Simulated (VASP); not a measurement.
Crystal: C.

```xyz
3
Lattice="2.6197 0.0000 0.0000 0.0000 2.6197 0.0000 0.0000 0.0000 2.6197" Properties=species:S:1:pos:R:3 pbc="T T T"
C     0.0000    1.3099    1.3099
C     1.3099    0.0000    1.3099
C     1.3099    1.3099    0.0000
```

The cell was built by a generator and needn't be a form met in nature.

- Program: VASP 6.6.1
- Task: relaxation of cell and atoms
- Functional: LDA
- Potentials or basis: VASP PAW LDA potentials, release 64 (C)
- Cutoff: 600 eV
- k mesh: 10 × 10 × 10
- Occupations: fermi-dirac, width 0.05 eV
- Spin: no spin polarisation

At the start: pressure -13.4 GPa; volume 5.99 Å³/atom.

Problem. How do energy, volume and symmetry change on relaxing?

Solution. Over 3 steps the energy falls by 19.9 meV/atom and the volume is 5.61 Å³/atom (-6.4 %); space group Pm-3m (No. 221, to 0.05 Å).

The path:
```tsv
step	energy change (eV)	largest force (eV/Å)	pressure (GPa)	volume (Å³)
1	0.0000	0.0000	-13.36	17.98
2	-0.0589	0.0000	2.38	16.71
3	-0.0598	0.0000	0.25	16.82
```

Final structure:
```xyz
3
Lattice="2.5622 0.0000 0.0000 0.0000 2.5622 0.0000 0.0000 0.0000 2.5622" Properties=species:S:1:pos:R:3 pbc="T T T"
C     0.0000    1.2811    1.2811
C     1.2811    0.0000    1.2811
C     1.2811    1.2811    0.0000
```
